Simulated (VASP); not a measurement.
H2CO2, 40 atoms in the cell. The cell holds a amorphous, 40 atoms: a = 8.215 Å, b = 8.215 Å, c = 8.215 Å, α = 90.00°, β = 90.00°, γ = 90.00°. The cell was built by a generator and needn't be a form met in nature.

- Program: VASP 6.6.1
- Task: single point
- Functional: PBE
- Dispersion: D3(BJ)
- Potentials or basis: VASP PAW PBE potentials, release 64 (O, C, H)
- Cutoff: 520 eV
- k mesh: 1 × 1 × 1
- Occupations: fermi-dirac, width 0.02 eV
- Spin: no spin polarisation
- Dipole correction: no
- Further INCAR settings: LREAL = Auto; ALGO = Fast; EDIFF = 1e-06; NBANDS = 98

Potentials or basis: VASP PAW PBE potentials, release 64 (O, C, H).

Launch:

```sh
$ cat potpaw_PBE.64/O/POTCAR potpaw_PBE.64/C/POTCAR potpaw_PBE.64/H/POTCAR > POTCAR
$ mpirun -np 1 vasp_gam > vasp.out
```

Hardware: 1 thread of Intel(R) Xeon(R) Platinum 8488C (Sapphire Rapids), with other jobs on the host.

Estimate the wall time of this run.

It took 59 s on 1 thread of Intel(R) Xeon(R) Platinum 8488C (Sapphire Rapids), with other jobs on the host, peak memory 0.55 GiB. Counts: scf iterations 17, k points 1.
